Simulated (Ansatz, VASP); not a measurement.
# Two plane-wave programs on Tl

```
Tl
1.0
    12.30000    0.00000    0.00000
     0.00000    9.30000    0.00000
     0.00000    0.00000    6.09314
Tl
4
Direct
  0.37268 0.50000 0.00000
  0.37268 0.50000 0.50000
  0.62732 0.50000 0.00000
  0.62732 0.50000 0.50000
```

Alike in both runs: functional PBE; k mesh 1 × 1 × 11; occupations gaussian, width 0.05 eV; collinear spin.

Ansatz relaxed the structure, and its values are those at the end. VASP's run is a single point on that final structure, the one shown.

```csv
,VASP,Ansatz
version,VASP 6.6.1,Ansatz 0.2.0
potentials or method,"VASP PAW PBE potentials, release 64 (Tl_d)","scalar-relativistic, plane waves, PAW"
plane-wave cutoff (eV),520,420
valence electrons in the cell,52,52
```

```tsv
	VASP	Ansatz	Ansatz less VASP
gap on the k mesh at the Fermi level (eV)	none	none	-
net moment per atom (μB)	0.00	0.00	0.000
```

A gap of «none» marks a metal or a gap that the smearing closes. The functional is the same, so the differences come from potentials, cutoffs and numerics. Ansatz warned: «filled_band_counts_differ_across_k_points».

The runs have no spin-orbit coupling, so splittings on Tl are missing.
